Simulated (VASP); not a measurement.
# H (I4/mmm) in VASP: notebook, part 2 of 2

VASP 6.6.1. Earlier steps stand in the parts before.

## 3. Band structure, optPBE-vdW

Input file run.py:

```python
from ase.calculators.vasp import Vasp
from ase.dft.bandgap import bandgap
from ase.io import read

atoms = read('POSCAR')
calc = Vasp(
    directory='calc',
    xc='optpbe-vdw',
    pp='PBE',
    setups={'base': 'minimal', 'H': '_s'},
    prec='Accurate',
    encut=400,
    ediff=1e-06,
    ismear=0,
    sigma=0.1,
    lreal=False,
    lasph=True,
    nelm=100,
    algo='Normal',
    isif=2,
    lwave=False,
    lcharg=True,
    kpts=[11, 11, 11],
    gamma=True,
)
atoms.calc = calc

print('energy (eV):', atoms.get_potential_energy())
print('free energy (eV):', atoms.get_potential_energy(force_consistent=True))
efermi = calc.get_fermi_level()
print('Fermi level (eV):', efermi)
path = atoms.cell.bandpath(npoints=60, eps=1e-4)
print('path:', path.path)
calc.set(kpts=path.kpts, reciprocal=True, icharg=11, isym=0, lcharg=False)
calc.calculate(atoms)
print('gap on the path (eV):', bandgap(calc, efermi=efermi)[0])
print('direct gap on the path (eV):', bandgap(calc, efermi=efermi, direct=True)[0])
```

Input file POSCAR:

```
H
1.0
   -1.6915344700      1.6915344700      2.0584739900
    1.6915344700     -1.6915344700      2.0584739900
    1.6915344700      1.6915344700     -2.0584739900
H
2
Direct
    0.0901377100      0.0901377100      0.0000000000
    0.9098622900      0.9098622900      0.0000000000
```

Potentials or basis: VASP PAW PBE potentials, release 64 (H_s).

Started as:

```
python run.py
```

It took 46 s on 1 thread of AMD EPYC 7R43 (Zen 3), shared host; peak memory 0.21 GiB.

The run converged. Its results:

* Band gap along the path: 9.02 eV, indirect (least direct gap 9.82 eV)

Levels at the corners of the path, in eV from the Fermi level:
```csv
point,band 1,band 2,band 3,band 4
Γ,-2.73,13.33,16.67,23.22
X,-0.98,10.45,13.65,16.02
Y,-0.52,10.39,13.33,13.91
S,-0.47,10.10,13.35,16.16
Γ,-2.73,13.33,16.67,23.22
Z,-0.39,9.79,15.34,15.83
S1,-0.47,10.10,13.35,16.16
N,-1.19,8.63,16.71,18.44
P,-0.87,10.99,12.64,12.64
Y1,-0.52,10.39,13.33,13.91
Z,-0.39,9.79,15.34,15.83
X,-0.98,10.45,13.65,16.02
P,-0.87,10.99,12.64,12.64
```

Caveat: the log is that of the step along the path at fixed density, whose energy, stress, charges and moments have no meaning; the PAW data sets were made with another functional, which shifts forces and pressure a little.

## 4. Density of states, r2SCAN+D3(BJ)

Input file run.py:

```python
from ase.calculators.vasp import Vasp
from ase.dft.dos import DOS
from ase.spacegroup import crystal

atoms = crystal(
    ['H'],
    basis=[[0.0, 0.0, 0.09013771]],
    spacegroup=139,
    setting=1,
    cellpar=[3.38306894, 3.38306894, 4.11694798, 90.0, 90.0, 90.0],
    primitive_cell=True,
)
calc = Vasp(
    directory='calc',
    xc='r2scan',
    pp='PBE',
    setups={'base': 'minimal', 'H': '_h'},
    prec='Accurate',
    encut=900,
    ediff=1e-06,
    ismear=-5,
    sigma=0.05,
    lreal=False,
    lasph=True,
    nelm=100,
    algo='Normal',
    isif=2,
    lwave=False,
    lcharg=False,
    lmixtau=True,
    ivdw=12,
    vdw_s6=1.0,
    vdw_s8=0.78981345,
    vdw_a1=0.49484001,
    vdw_a2=5.73083694,
    lorbit=11,
    kpts=[11, 11, 11],
    gamma=True,
    nbands=8,
)
atoms.calc = calc

print('energy (eV):', atoms.get_potential_energy())
print('free energy (eV):', atoms.get_potential_energy(force_consistent=True))
print('forces (eV/A):')
print(atoms.get_forces())
print('stress (eV/A^3, Voigt):', atoms.get_stress())
print('Fermi level (eV):', calc.get_fermi_level())
dos = DOS(calc, width=0.2, window=(-10, 10), npts=301)
print('E - E_F (eV), DOS (1/eV)')
for e, g in zip(dos.get_energies(), dos.get_dos()):
    print(f'{e:8.3f} {g:10.4f}')
```

Potentials or basis: VASP PAW PBE potentials, release 64 (H_h).

Started as:

```
python run.py
```

Output:

```text
energy (eV): -6.92144589
free energy (eV): -6.92144589
forces (eV/A):
[[ 0.          0.          0.00701403]
 [-0.         -0.         -0.00701403]]
stress (eV/A^3, Voigt): [ 0.00075809  0.00075809 -0.00022378 -0.         -0.         -0.        ]
Fermi level (eV): -8.55381347
E - E_F (eV), DOS (1/eV)
 -10.000     0.0000
  -9.933     0.0000
  -9.867     0.0000
  -9.800     0.0000
  -9.733     0.0000
  -9.667     0.0000
[... 293 lines left out ...]
   9.933     0.3563
  10.000     0.4421
```

Run time: 5.6 min. Hardware: 1 thread of AMD EPYC 7R43 (Zen 3), shared host; peak memory 0.16 GiB.

What came out:

```yaml
Free_energy: -6.9214 eV
Pressure: -0.1 GPa
Largest_force: 0.007 eV/Å
Band_gap_on_the_k_mesh: 9.77 eV, indirect (least direct gap 10.57 eV)
Valence_electrons_inside_the_program's_atomic_spheres: H 0.35
Dispersion_energy_per_atom: -0.010 eV
```

Forces in eV/Å, atoms in the order of the input:
```
H    0.000  0.000  0.007
H    0.000  0.000 -0.007
```

Stress tensor (GPa, compression positive):
```
-0.12  0.00  0.00
 0.00 -0.12  0.00
 0.00  0.00  0.04
```

States per cell in windows of 1 eV (zero at the valence-band top; states under -4 eV left out):
| from (eV) | total | H1_s | H2_s | H1_p | H2_p | H1_d | H2_d |
| --- | --- | --- | --- | --- | --- | --- | --- |
| -4.0 | 0.00 | 0.00 | 0.00 | 0.00 | 0.00 | 0.00 | 0.00 |
| -3.0 | 0.06 | 0.01 | 0.01 | 0.00 | 0.00 | 0.00 | 0.00 |
| -2.0 | 0.58 | 0.09 | 0.09 | 0.00 | 0.00 | 0.00 | 0.00 |
| -1.0 | 1.38 | 0.25 | 0.25 | 0.01 | 0.01 | 0.00 | 0.00 |
| 0.0 | 0.00 | 0.00 | 0.00 | 0.00 | 0.00 | 0.00 | 0.00 |
| 1.0 | 0.00 | 0.00 | 0.00 | 0.00 | 0.00 | 0.00 | 0.00 |
| 2.0 | 0.00 | 0.00 | 0.00 | 0.00 | 0.00 | 0.00 | 0.00 |
| 3.0 | 0.00 | 0.00 | 0.00 | 0.00 | 0.00 | 0.00 | 0.00 |
| 4.0 | 0.00 | 0.00 | 0.00 | 0.00 | 0.00 | 0.00 | 0.00 |
| 5.0 | 0.00 | 0.00 | 0.00 | 0.00 | 0.00 | 0.00 | 0.00 |
| 6.0 | 0.00 | 0.00 | 0.00 | 0.00 | 0.00 | 0.00 | 0.00 |
| 7.0 | 0.00 | 0.00 | 0.00 | 0.00 | 0.00 | 0.00 | 0.00 |

Caveat: the PAW data sets were made with another functional, which shifts forces and pressure a little; an odd mesh through Γ misses points on the zone boundary, where band edges often lie. r2SCAN opens gaps a little over a GGA but as a rule still falls short of measured ones.

## 5. Band structure, PBE+MBD-FI

Input file INCAR:

```
ALGO = Normal ; EDIFF = 1E-6
ENCUT = 520 ; GGA = PE
ISIF = 2 ; ISMEAR = 0
IVDW = 263 ; LASPH = T
LCHARG = F ; LREAL = F
LWAVE = F ; NBANDS = 8
NELM = 80 ; PREC = Accurate
SIGMA = 0.05
```

Input file KPOINTS:

```
k-points
0
Gamma
  11 11 11
```

POSCAR is that of step 3.

Input file KPOINTS_OPT:

```
path GXYSGZS1NPY1Z,XP
15
line-mode
reciprocal
 0.0000000000  0.0000000000  0.0000000000  G
 0.0000000000  0.0000000000  0.5000000000  X

 0.0000000000  0.0000000000  0.5000000000  X
-0.3376299319  0.3376299319  0.5000000000  Y

-0.3376299319  0.3376299319  0.5000000000  Y
-0.4188149660  0.4188149660  0.4188149660  S

-0.4188149660  0.4188149660  0.4188149660  S
 0.0000000000  0.0000000000  0.0000000000  G

 0.0000000000  0.0000000000  0.0000000000  G
 0.5000000000  0.5000000000 -0.5000000000  Z

 0.5000000000  0.5000000000 -0.5000000000  Z
 0.4188149660  0.5811850340 -0.4188149660  S1

 0.4188149660  0.5811850340 -0.4188149660  S1
 0.0000000000  0.5000000000  0.0000000000  N

 0.0000000000  0.5000000000  0.0000000000  N
 0.2500000000  0.2500000000  0.2500000000  P

 0.2500000000  0.2500000000  0.2500000000  P
 0.5000000000  0.5000000000 -0.3376299319  Y1

 0.5000000000  0.5000000000 -0.3376299319  Y1
 0.5000000000  0.5000000000 -0.5000000000  Z

 0.0000000000  0.0000000000  0.5000000000  X
 0.2500000000  0.2500000000  0.2500000000  P
```

Potentials or basis: VASP PAW PBE potentials, release 64 (H).

Started as:

```
cat potpaw_PBE.64/H/POTCAR > POTCAR
mpirun -np 1 vasp_std > vasp.out
```

Run time: 85 s. Hardware: 1 thread of AMD EPYC 7R43 (Zen 3), shared host; peak memory 0.12 GiB.

The run converged. Its results:

| Quantity | Value |
| --- | --- |
| Free energy | -6.8131 eV |
| Pressure | 0.4 GPa |
| Largest force | 0.292 eV/Å |
| Band gap on the k mesh | 9.05 eV, indirect (least direct gap 9.84 eV) |
| Band gap along the path | 8.94 eV, indirect (least direct gap 9.74 eV) |
| Dispersion energy per atom | -0.016 eV |

Forces on the atoms (eV/Å):
```
H    0.000  0.000  0.292
H    0.000  0.000 -0.292
```

Stress tensor (GPa, compression positive):
```
-0.13  0.00  0.00
 0.00 -0.13  0.00
 0.00  0.00  1.34
```

Levels at the corners of the path, in eV from the valence-band top:
```tsv
point	band 1	band 2	band 3	band 4	band 5	band 6
Γ	-2.37	13.60	17.09	23.54	23.54	25.61
X	-0.60	10.71	14.06	16.26	19.03	19.97
X	-0.60	10.71	14.06	16.26	19.03	19.97
Y	-0.14	10.75	13.61	14.18	19.55	22.40
Y	-0.14	10.75	13.61	14.18	19.55	22.40
S	-0.08	10.45	13.62	16.49	16.76	21.21
S	-0.08	10.45	13.62	16.49	16.76	21.21
Γ	-2.37	13.60	17.09	23.54	23.54	25.61
Γ	-2.37	13.60	17.09	23.54	23.54	25.61
Z	0.00	10.15	15.58	16.16	16.16	18.48
Z	0.00	10.15	15.58	16.16	16.16	18.48
S1	-0.08	10.45	13.62	16.49	16.76	21.21
S1	-0.08	10.45	13.62	16.49	16.76	21.21
N	-0.81	8.94	16.96	18.79	20.32	23.24
N	-0.81	8.94	16.96	18.79	20.32	23.24
P	-0.48	11.33	12.91	12.91	23.99	25.09
P	-0.48	11.33	12.91	12.91	23.99	25.09
Y1	-0.14	10.75	13.61	14.18	19.55	22.40
Y1	-0.14	10.75	13.61	14.18	19.55	22.40
Z	0.00	10.15	15.58	16.16	16.16	18.48
X	-0.60	10.71	14.06	16.26	19.03	19.97
P	-0.48	11.33	12.91	12.91	23.99	25.09
```

Caveat: the mesh misses the band edges, which the band path finds closer together. Expect the measured gap to be larger: semilocal functionals such as PBE lack the derivative discontinuity.

## 6. For comparison

An earlier run on the cell as given: functional PBE; potentials or basis VASP PAW PBE potentials, release 64 (H); cutoff 520 eV; k mesh 11 × 11 × 11; occupations fermi-dirac, width 0.05 eV; no spin polarisation.

- Pressure: 0.6 GPa
- Largest force: 0.264 eV/Å
- Band gap on the k mesh: 9.05 eV, indirect (least direct gap 9.84 eV)

## 7. Summary

| task | level | potentials or basis | cell | k mesh | cutoff (eV) | smearing | grid for exact exchange (PRECFOCK) | exchange at q = 0 | share of exact exchange | mesh quality | gap on the mesh (eV) | pressure (GPa) | largest force (eV/Å) |
| --- | --- | --- | --- | --- | --- | --- | --- | --- | --- | --- | --- | --- | --- |
| dielectric tensor | PBE-EpsX | VASP PAW PBE potentials, release 64 (H) | volume scaled by 1.08 | 6 × 6 × 6 | 500 | fermi-dirac 0.05 eV | Fast | default | 0.6676 | coarse | 15.07 | - | - |
| band structure | optPBE-vdW | VASP PAW PBE potentials, release 64 (H_s) | as given | 11 × 11 × 11 | 400 | gaussian 0.1 eV | - | - | - | not flagged | - | - | - |
| density of states | r2SCAN+D3(BJ) | VASP PAW PBE potentials, release 64 (H_h) | as given | 11 × 11 × 11 | 900 | tetrahedron | - | - | - | not flagged | 9.77 | -0.1 | 0.01 |
| band structure | PBE+MBD-FI | VASP PAW PBE potentials, release 64 (H) | as given | 11 × 11 × 11 | 520 | gaussian 0.05 eV | - | - | - | not flagged | 9.05 | 0.4 | 0.29 |
| single point | PBE | VASP PAW PBE potentials, release 64 (H) | as given | 11 × 11 × 11 | 520 | fermi-dirac 0.05 eV | - | - | - | not flagged | 9.05 | 0.6 | 0.26 |

Alike in all rows: no spin polarisation.

Caveats: some runs use coarse meshes; the PAW data sets were made with another functional, which shifts forces and pressure a little (some runs); an odd mesh through Γ misses points on the zone boundary, where band edges often lie (some runs); the mesh misses the band edges, which the band path finds closer together (some runs).

Absolute energies hang on the potentials; compare differences alone.
